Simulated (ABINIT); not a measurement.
Al:

```
Al
1.0
     0.00000    2.02481    2.02481
     2.02481    0.00000    2.02481
     2.02481    2.02481    0.00000
Al
1
Direct
  0.00000 0.00000 0.00000
```

Base run:

```yaml
Program: ABINIT 10.8.3 (patched build)
Functional: PBE
Potentials_or_basis: Ansatz NC PBE
Cutoff: 408 eV
k_mesh: 8 × 8 × 8
Occupations: fermi-dirac, width 0.05 eV
Spin: no spin polarisation
```

Its results: band gap on the k mesh none (metal or under the smearing width); pressure -0.5 GPa.

Q: After a change of settings the same cell gave: band gap on the k mesh none (metal or under the smearing width); pressure -0.9 GPa. Which change was it?
A. potentials or basis from Ansatz NC PBE to PseudoDojo NC SR PBE v0.5 stringent; cutoff from 408 eV to 435 eV
B. functional from PBE to PBEsol; potentials or basis from Ansatz NC PBE to PseudoDojo NC SR PBEsol v0.4.1 standard; cutoff from 408 eV to 435 eV
C. functional from PBE to LDA; potentials or basis from Ansatz NC PBE to PseudoDojo NC SR LDA v0.4.1 standard; cutoff from 408 eV to 435 eV

A: A.

Not every run made on this cell is shown here.
